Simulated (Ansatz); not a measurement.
# MoS2: the band gap up the ladder of functionals

The task here is to estimate one member of a computed series from the others.

Code: Ansatz 0.2.0. PAW datasets, plane waves. (Simulation; spin polarisation is off.)

### The cell

The cell was relaxed beforehand with r2SCAN.

The sheet's in-plane cell has a = 3.184 Å, b = 3.184 Å (γ = 120.0°), and its outermost atoms lie 3.10 Å apart along the normal. Mo has 6 S at 2.41 Å; S has 3 Mo at 2.41 Å.

Structure file:

```xyz
3
Lattice="3.1839 0.0000 0.0000 -1.5919 2.7573 0.0000 0.0000 0.0000 30.5725" Properties=species:S:1:pos:R:3 pbc="T T F"
Mo    0.0000    1.8382    9.0000
S     1.5919    0.9191   10.5524
S     1.5919    0.9191    7.4476
```
Periodic in the plane only; c spans the vacuum.

Set-up of the first run:

Contents of input.yaml:

```yaml
crystal:
  lattice:
    - [3.1838719043, 0.0, 0.0]
    - [-1.5919359521, 2.7573139516, 0.0]
    - [0.0, 0.0, 30.5725179208]
  atoms:
    - { symbol: Mo, position: [0.3333333333, 0.6666666667, 0.2943820337] }
    - { symbol: S, position: [0.6666666667, 0.3333333333, 0.3451609394] }
    - { symbol: S, position: [0.6666666667, 0.3333333333, 0.243603128] }
  periodic: [true, true, false]
kpoints:
  mp_grid: { grid: [12, 12, 1] }
  band_path:
    path:
      - [0, 0, 0]
      - [0.5, 0, 0]
      - [0.3333333333333, 0.3333333333333, 0]
      - [0, 0, 0]
    npoints: 10
hamiltonian:
  xc: pbe
scf:
  occupations: { method: fermi_dirac, width: 0.02 }
  n_extra_bands: 4
output:
  forces: true
  stress: true
  eigenvalues: true
```

On the command line:

```
$ ansatz run input.yaml --threads 2 --pin off --max-ram 20275MiB --backend cpu --events-out ev --progress --plain --runs-dir out
```

Among the steps run: Band structure with PBE; r2SCAN at the same geometry; HSE06 at the same geometry; PBE+SOC at the same geometry; PBE0; LDA; Single point with HSE06+SOC; Single point with Hartree-Fock; r2SCAN0.

One of the session's tables, all rows but one given; the rest of the session is left out.

```
       level  gap (eV)
         PBE      1.59
      r2SCAN         ?
       HSE06      2.11
     PBE+SOC      1.58
        PBE0      2.78
         LDA      1.59
   HSE06+SOC      2.01
Hartree-Fock      5.54
     r2SCAN0      2.84
```

**Question.** Estimate the row for r2SCAN.

As computed: gap (eV): 1.67. In the column «gap (eV)» it lies between LDA (1.59) and HSE06+SOC (2.01).

Meshes: PBE 12×12×1, r2SCAN 12×12×1, HSE06 6×6×1, PBE+SOC 12×12×1, PBE0 6×6×1, LDA 12×12×1, HSE06+SOC 6×6×1, Hartree-Fock 6×6×1, r2SCAN0 6×6×1

What this shows: The gap runs from 1.58 eV (PBE+SOC) to 5.54 eV (Hartree-Fock). Against HSE06, PBE is short by 0.52 eV, at 76 % of it, and r2SCAN 80 %. PBE0 lies 0.67 eV above HSE06, which differs from it by screening the long-range exchange. The levels disagree on whether the gap is direct.

Limits of these values: Warnings in the runs' records: stress scf threshold loose, stress exchange threshold loose, xc potential rough in thin density.
